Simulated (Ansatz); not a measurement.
# MgO: the cost of one run

Method: DFT PBE, scalar-relativistic, plane waves, PAW, in Ansatz 0.2.0.

2 further runs of the same task are left out: 2 set aside as unsound or not needed.

## (1) The system as given

It takes space group P6_3/mmc (No. 194, hexagonal). The conventional cell has a = 3.521 Å, b = 3.521 Å, c = 4.239 Å, α = 90.00°, β = 90.00°, γ = 120.00°. Mg (site symmetry -6m2) has 5 O at 2.03 to 2.12 Å as nearest neighbours. Around O (site symmetry -6m2) lie 5 Mg at 2.03 to 2.12 Å.

As a file:

```
CELL_PARAMETERS angstrom
3.52132 0.00000 0.00000
-1.76066 3.04955 0.00000
0.00000 0.00000 4.23938
ATOMIC_POSITIONS crystal
Mg 0.66667 0.33333 0.75000
Mg 0.33333 0.66667 0.25000
O 0.66667 0.33333 0.25000
O 0.33333 0.66667 0.75000
```

It goes back to an entry of the Materials Project, which need not be the stable form.

It is the result of an earlier relaxation at this level (volume 11.38 Å³/atom; gap on the mesh: 3.28 eV).

## (2) The scan

The energy is mapped over a normal mode and a strain (zone-centre modes of the cell shown) (x along [1 0 0], y along [1 2 0], z along [0 0 1] of the conventional cell).

- amplitude of mode 8 (477 cm⁻¹), largest displacement in the unstrained cell: 9 values from −0.060 to 0.060 Å
- strain +e along z and -e/2 along x and y: 7 values from −7.00 to 7.00 %

Nothing else is relaxed (the pattern is fixed in fractional coordinates). Energies count from the relaxed high-symmetry cell. Points are written as (first, second).

The modes come from a phonon run on the reference cell, made beforehand.

The patterns, per unit of each coordinate (Å):

| atom | x1 | y1 | z1 |
| --- | --- | --- | --- |
| Mg1 | -0.658 | 0.000 | 0.000 |
| Mg2 | -0.658 | 0.000 | 0.000 |
| O3 | 1.000 | 0.000 | 0.000 |
| O4 | 1.000 | 0.000 | 0.000 |

## (3) Grid point (−0.030 Å, −7.00 %)

Input file input.yaml:

```yaml
crystal:
  lattice:
    - [3.6445625691, 0.0, 0.0]
    - [-1.8222812846, 3.1562837705, 0.0]
    - [0.0, 0.0, 3.9426256573]
  atoms:
    - { symbol: Mg, position: [0.6722747364, 0.3333333333, 0.75] }
    - { symbol: Mg, position: [0.3389414031, 0.6666666667, 0.25] }
    - { symbol: O, position: [0.6581471257, 0.3333333333, 0.25] }
    - { symbol: O, position: [0.3248137924, 0.6666666667, 0.75] }
basis:
  ecutwfc: 520.0
kpoints:
  mp_grid: { grid: [9, 9, 6] }
hamiltonian:
  xc: pbe
  pseudopotentials: { kind: paw, azcp: { folder: soft_1 } }
scf:
  occupations: { method: gaussian, width: 0.05 }
output:
  forces: true
  stress: true
  eigenvalues: true
```

Started as:

```bash
> ansatz run input.yaml --threads 1 --pin off --max-ram 2048MiB --backend cpu --events-out ev --progress --plain --runs-dir out
```

**Question.** How long does this run take on 1 thread of Arm Neoverse N1, shared host, and how much memory does it need?

About 20 s, with a peak of 0.38 GiB.
